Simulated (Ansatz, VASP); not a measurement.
## C: VASP beside Ansatz

Contents of INCAR:

```
SYSTEM = C
PREC = Accurate ; ENCUT = 520
EDIFF = 1E-7 ; ISMEAR = 0
SIGMA = 0.05 ; LREAL = .False.
LASPH = .True. ; NELM = 60
ALGO = Normal ; ISIF = 2
LWAVE = .False. ; LCHARG = .False.
GGA = PS ; NBANDS = 11
```

KPOINTS

```
Automatic mesh
0
Gamma
  14 14 14
  0 0 0
```

File POSCAR:

```
C
1.0
    0.0000000000      2.2912412928      2.8852189369
    1.3228228997      0.0000000000      2.8852189369
    1.3228228997      2.2912412928      0.0000000000
C
2
Direct
    0.1666700000      0.8333300000      0.1666700000
    0.8333300000      0.1666700000      0.8333300000
```

Input for Ansatz:

```yaml
crystal:
  lattice:
    - [0.0, 2.2912412928, 2.8852189369]
    - [1.3228228997, 0.0, 2.8852189369]
    - [1.3228228997, 2.2912412928, 0.0]
  atoms:
    - { symbol: C, position: [0.16667, 0.83333, 0.16667] }
    - { symbol: C, position: [0.83333, 0.16667, 0.83333] }
basis:
  ecutwfc: 420
kpoints:
  mp_grid: { grid: [14, 14, 14] }
hamiltonian:
  xc: pbesol
scf:
  occupations: { method: gaussian, width: 0.05 }
output:
  forces: true
  stress: true
  eigenvalues: true
```

Alike in both runs: task single point; functional PBEsol; k mesh 14 × 14 × 14; occupations gaussian, width 0.05 eV; no spin polarisation.

|  | VASP | Ansatz |
| --- | --- | --- |
| version | VASP 6.6.1 | Ansatz 0.2.0 |
| potentials or method | VASP PAW PBE potentials, release 64 (C) | scalar-relativistic, plane waves, PAW |
| plane-wave cutoff (eV) | 520 | 420 |
| valence electrons in the cell | 8 | 8 |

|  | VASP | Ansatz | Ansatz less VASP |
| --- | --- | --- | --- |
| gap on the k mesh at the Fermi level (eV) | none | none | - |
| rms of the force components (eV/Å) | 0.011 | 0.012 | +0.0001 |

Atom by atom the forces differ by 0.000 eV/Å (rms over components). A gap of «none» marks a metal or a gap that the smearing closes. With one functional, cell and mesh, what is left measures potentials, basis and numerics.

Caveats: the PAW data sets were made with another functional, which shifts forces and pressure a little (VASP).
